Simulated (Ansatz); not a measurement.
Runs of Ansatz 0.2.0 on Cs. Symmetry: Fm-3m, No. 225, cubic system. The conventional cell has a = 7.897 Å, b = 7.897 Å, c = 7.897 Å, α = 90.00°, β = 90.00°, γ = 90.00°. This isn't the form of Cs at room conditions, which is bcc.

```csv
task,level,cell,k mesh,cutoff (eV),gap on the mesh (eV),pressure (GPa),relaxed volume (Å³/atom)
projected density of states,PBEsol,as given,4 × 4 × 4,420,none,-0.2,-
projected density of states,r2SCAN,as given,4 × 4 × 4,500,none,0.0,-
relaxation of cell and atoms,PBE,relaxed,6 × 6 × 6,420,none,0.0,(a)
relaxation of cell and atoms,PBE+D3(BJ)-ATM,relaxed,6 × 6 × 6,420,none,0.0,(b)
projected density of states,HSE06,as given,4 × 4 × 4,420,none,0.0,-
projected density of states,r2SCAN0,as given,4 × 4 × 4,500,none,0.0,-
relaxation of cell and atoms,PBE+D3(BJ),relaxed,6 × 6 × 6,420,none,0.0,112.10
relaxation of cell and atoms,PBE+D4,relaxed,6 × 6 × 6,420,none,0.0,112.83
```

Alike in all rows: potentials or basis Ansatz PAW; no spin polarisation; smearing fermi-dirac 0.05 eV.

Question: Estimate the missing entries.

Answer: (a) 118.47; (b) 112.35.

Caveats: the PAW data sets come from PBE, with cores solved anew for the run's functional, which leaves a small shift of forces and pressure (some runs); the plane-wave basis is chosen anew once the cell has moved, so the energies of steps on either side of that aren't comparable (some runs); pairwise dispersion overbinds metals, which lowers pressure and volume (some runs); the thresholds are loose for stress (some runs).

A k mesh can miss the band edges, and the runs leave out spin-orbit coupling on Cs.

A gap of «none» marks a metal or a gap under the smearing width.
